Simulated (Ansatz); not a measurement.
# Be (beta tin type): the cost of one run

Program: Ansatz 0.2.0. Level of theory: DFT PBE, with the methods named in each step. These are calculated values, not measurements.

## 1. Starting point

Symmetry: I4_1/amd, No. 141, tetragonal system. Conventional cell: a = 3.899 Å, b = 3.899 Å, c = 2.144 Å, α = 90.00°, β = 90.00°, γ = 90.00°. Around Be (site symmetry -4m2) lie 6 Be at 2.02 to 2.14 Å.

Coordinates:

```
Be
1.0
    -1.94928    1.94928    1.07210
     1.94928   -1.94928    1.07210
     1.94928    1.94928   -1.07210
Be
2
Direct
  0.62500 0.87500 0.75000
  0.37500 0.12500 0.25000
```

Whether this phase is the stable one at these pressures isn't tested.

Atoms are numbered in the order of the input: Be1, Be2.

## 2. Cell relaxed at zero pressure, PAW

input.yaml

```yaml
crystal:
  lattice:
    - [-1.9492775201, 1.9492775201, 1.072102636]
    - [1.9492775201, -1.9492775201, 1.072102636]
    - [1.9492775201, 1.9492775201, -1.072102636]
  atoms:
    - { symbol: Be, position: [-0.375, -0.125, -0.25] }
    - { symbol: Be, position: [0.375, 0.125, 0.25] }
kpoints:
  mp_grid: { grid: [20, 20, 20] }
scf:
  occupations: { method: fermi_dirac, width: 0.08 }
hamiltonian:
  xc: pbe
  pseudopotentials: { kind: paw }
output:
  forces: true
  stress: true
relax:
  f_tol: 0.005
  max_steps: 40
  cell: {}
```

Run with:

```
$ ansatz run input.yaml --threads 1 --pin off --max-ram 2048MiB --backend cpu --events-out ev --progress --plain --runs-dir out
```

**Question.** How long does this run take on 1 thread of Arm Neoverse V1, shared host, and how much memory does it need?

About 32 s, with a peak of 0.39 GiB.
